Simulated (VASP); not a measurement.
Energy against volume of AlSb (zinc blende). Computed with SCAN meta-GGA, VASP's PBE PAW potentials (set 64) (plane waves; VASP 6.6.1). Numerical set-up: 520 eV cut-off, 7×7×7 Γ-centred mesh, Gaussian smearing of 0.050 eV, potentials Al Sb.

```csv
V (Å³/atom),E (eV/atom)
27.628,-22.68905
28.510,-22.70499
29.392,-22.70999
30.273,-22.70569
```

Question: Fit these four points and predict the energy of the run at 31.155 Å³/atom.

Answer: A cubic in V^(−2/3), the third-order Birch-Murnaghan form, passes through the four points with V0 = 29.40 Å³/atom and B0 = 56 GPa, and gives -22.6935 eV/atom there. The run gave -22.6934 eV/atom, +0.1 meV/atom from the fit; all five points give B0 = 56 GPa.

The compound is AlSb in the zinc blende structure. It was relaxed first.
